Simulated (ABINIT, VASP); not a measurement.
# Te2Mo: equilibrium volume by level of theory

Space group P6_3/mmc (No. 194). a = 3.518 Å, b = 3.518 Å, c = 13.974 Å, α = 90.00°, β = 90.00°, γ = 120.00°
```csv
atom,site,symmetry,x,y,z
Te,4f,3m.,0.6667,0.3333,0.3790
Mo,2c,-6m2,0.6667,0.3333,0.7500
```

```tsv
rung	level	program and potentials	cutoff (eV)	k mesh	equilibrium volume (Å³/atom)	notes
LDA	LDA	ABINIT, JTH PAW LDA v2.0	408	8 × 8 × 2	24.17	-
GGA	AM05	VASP, PBE PAW files Mo_sv, Te, 600 eV	600	9 × 9 × 2	25.45	potentials made for PBE
GGA + dispersion	BLYP+D4	VASP, PBE PAW files Mo_sv, Te, 600 eV	600	9 × 9 × 2	25.28	potentials made for PBE
GGA	PBE	VASP, PBE PAW files Mo_sv, Te, release 54, 600 eV	600	9 × 9 × 2	27.46	-
GGA + dispersion	PBE+D3(BJ)	VASP, PBE PAW files Mo_sv, Te, 600 eV	600	8 × 8 × 2	24.19	-
GGA + dispersion	PBE+D4	VASP, PBE PAW files Mo_sv, Te, 600 eV	600	9 × 9 × 2	24.30	-
GGA + dispersion	PBE+TS	VASP, PBE PAW files Mo_sv, Te, 600 eV	600	9 × 9 × 2	25.06	-
GGA + dispersion	revPBE+D2	VASP, PBE PAW files Mo_sv, Te, 600 eV	600	7 × 7 × 2	25.07	potentials made for PBE
GGA + dispersion	revPBE+dDsC	VASP, PBE PAW files Mo_sv, Te, 600 eV	600	7 × 7 × 2	24.95	potentials made for PBE
```

Task: relaxation of cell and atoms. All rows: no spin polarisation. Meshes differ between rows, which moves values too. Meshes are those of the run's cell of 6 atoms unless a note names another. Relaxations start from the cell shown or near it and stop with a little pressure left. Runs on faulty files, with rough fits or with known faults for this quantity aren't shown. No row holds spin-orbit coupling.

By rung: LDA 24.17; GGA 25.45 to 27.46; GGA + dispersion 24.19 to 25.28 (Å³/atom).
